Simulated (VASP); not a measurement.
# PbO: molecular dynamics with a monitored distance, by stops when the distance exceeds

PbO, P4/nmm (no. 129), 8 atoms in the cell. PBE, molecular dynamics; PAW potentials Pb, O (PBE set).

| Stops when the distance exceeds (Å) | Largest distance met (Å) | Steps run | Mean temperature (K) | Time (s) |
|---|---|---|---|---|
| 2.469 | 2.329 | 80 | 702 | 205 |
| 3.727 | 2.329 | 80 | 702 | 206 |

Limits: 80 fs of 8 atoms are too short for converged averages; the distance is that to the nearest periodic copy, which so small a cell caps; the cell is only 4.0 Å across, so each atom moves in step with near copies of itself.

## Input of the first row

INCAR:
```
GGA = PE
PREC = Normal
ENCUT = 400
EDIFF = 1E-5
NELMIN = 4
NELM = 60
ALGO = Normal
LREAL = Auto
LASPH = T
ISMEAR = 0
SIGMA = 0.05
ISYM = 0
LWAVE = F
LCHARG = F
IBRION = 0
NSW = 80
POTIM = 1.0
TEBEG = 1000
TEEND = 1000
ISIF = 2
MDALGO = 1
ANDERSEN_PROB = 0.05
RANDOM_SEED = 52573 0 0
VALUE_MAX = 2.469
VALUE_MIN = 1.165
KPAR = 2
```

KPOINTS:
```
k-points
0
Gamma
  3 3 1
```

ICONST:
```
R 1 6 7
```

POSCAR:
```
PbO
1.0
    3.9900000000      0.0000000000      0.0000000000
    0.0000000000      3.9900000000      0.0000000000
    0.0000000000      0.0000000000     10.0200000000
Pb O
4 4
Direct
    0.5000000000      0.0000000000      0.3800000000
    0.5000000000      0.0000000000      0.8800000000
    0.0000000000      0.5000000000      0.1200000000
    0.0000000000      0.5000000000      0.6200000000
    0.5000000000      0.5000000000      0.0000000000
    0.5000000000      0.5000000000      0.5000000000
    0.0000000000      0.0000000000      0.0000000000
    0.0000000000      0.0000000000      0.5000000000
```

Commands:
```
cat potpaw_PBE.64/Pb/POTCAR potpaw_PBE.64/O/POTCAR > POTCAR
mpirun -np 2 vasp_std > vasp.out
```

Changes of the last row against the first:
```
- VALUE_MAX = 2.469
+ VALUE_MAX = 3.727
```

VASP 6.6.1 took 205 s on 2 cores (Intel Xeon 6975P-C (Granite Rapids)), a shared host.
